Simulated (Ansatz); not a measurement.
**NaI: changes ranked by their effect on the gap on the k mesh**

```
CELL_PARAMETERS angstrom
0.00000 3.23640 3.23640
3.23640 0.00000 3.23640
3.23640 3.23640 0.00000
ATOMIC_POSITIONS crystal
Na 0.00000 0.00000 0.00000
I 0.50000 0.50000 0.50000
```

Atoms are numbered in the order listed.

The cell is COD entry 9008681, as deposited and not checked against the literature; nothing was relaxed.

Level of theory: DFT, PBE, all-electron LAPW, scalar-relativistic (Ansatz 0.2.0).

Sampling and basis: a Γ-centred 7×7×7 k mesh, Fermi–Dirac smearing of 0.01 eV, basis error target 1 meV/atom, no spin polarisation.

Spin–orbit coupling is off unless a change turns it on.

Spin–orbit coupling changes the gaps of such heavy atoms strongly.

In this reference run the gap on the k mesh is 3.64 eV. Each change below is made alone, on the same k mesh, with fractional coordinates held unless an atom is moved; x, y and z are the Cartesian axes.

Q: Order the changes by the shift of the gap on the k mesh, most negative first.
A. volume scaled by 1.06
B. spin-orbit coupling on
C. volume scaled by 0.9405
D. volume scaled by 0.98
E. atom 2 (I) moved by (0.0000, 0.0000, 0.1200) Å
F. no relativity

A: B (-0.34 eV), A (-0.15 eV), E (0.00 eV), D (+0.05 eV), C (+0.17 eV), F (+0.59 eV).
